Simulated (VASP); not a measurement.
Wanted: the native input for a VASP 6.6.1 run.

* Task: relaxation of cell and atoms
* Functional: PBEsol
* Potentials or basis: VASP PAW PBE potentials, release 64 (Rb_sv, Br)
* Cutoff: 600 eV
* k mesh: 6 × 6 × 6
* Occupations: gaussian, width 0.02 eV
* Spin: no spin polarisation
* Dipole correction: no
* Further INCAR settings: ALGO = Fast; EDIFF = 1e-06; IBRION = 2; EDIFFG = -0.005; NSW = 100; ISIF = 3

The structure of RbBr lies in POSCAR:

```
RbBr
1.0
    0.0000000000      3.4270000000      3.4270000000
    3.4270000000      0.0000000000      3.4270000000
    3.4270000000      3.4270000000      0.0000000000
Rb Br
1 1
Direct
    0.0000000000      0.0000000000      0.0000000000
    0.5000000000      0.5000000000      0.5000000000
```

One way to write it, as run:

INCAR

```
ALGO = Fast ; EDIFF = 1E-6
EDIFFG = -0.005 ; ENCUT = 600
GGA = PS ; IBRION = 2
ISIF = 3 ; ISMEAR = 0
LASPH = True ; LCHARG = False
LREAL = False ; LWAVE = False
NELM = 100 ; NSW = 100
PREC = Accurate ; SIGMA = 0.02
```

KPOINTS

```
k-points
0
Gamma
  6 6 6
```

Potentials or basis: VASP PAW PBE potentials, release 64 (Rb_sv, Br).

Command:

```sh
$ cat potpaw_PBE.64/Rb_sv/POTCAR potpaw_PBE.64/Br/POTCAR > POTCAR
$ mpirun -np 1 vasp_std > vasp.out
```

Results of the run:

* Pressure after relaxing: 0.0 GPa
* Band gap on the k mesh: 4.21 eV, direct

Caveat: the relaxation stopped at its first step, so nothing moved; the PAW data sets were made with another functional, which shifts forces and pressure a little.

Wall time 17 s on 1 thread of Intel(R) Xeon(R) Platinum 8488C (Sapphire Rapids), with other jobs on the host, peak memory 0.24 GiB.
